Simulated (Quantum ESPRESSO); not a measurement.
The system is NaF (Villiaumite).

```
CELL_PARAMETERS angstrom
0.00000 2.32000 2.32000
2.32000 0.00000 2.32000
2.32000 2.32000 0.00000
ATOMIC_POSITIONS crystal
Na 0.00000 0.00000 0.00000
F 0.50000 0.50000 0.50000
```

Base run:

* Program: Quantum ESPRESSO 7.5
* Functional: PBEsol
* Potentials or basis: GBRV 1.5 PBEsol
* Cutoff: 612 eV
* Density cutoff: 4898 eV
* k mesh: 10 × 10 × 10
* Occupations: fermi-dirac, width 0.05 eV
* Spin: no spin polarisation

Its results: band gap on the k mesh 6.14 eV, direct; pressure 0.2 GPa.

**Question.** The run is repeated on the same cell with these changes: functional from PBEsol to LDA; potentials or basis from GBRV 1.5 PBEsol to PseudoDojo 0.4.1 SR LDA standard; cutoff from 612 eV to 1197 eV; density cutoff from 4898 eV to 4789 eV. What comes out?

**Answer.** Band gap on the k mesh 5.97 eV, direct; pressure -4.5 GPa.

Not every run made on this cell is shown here.
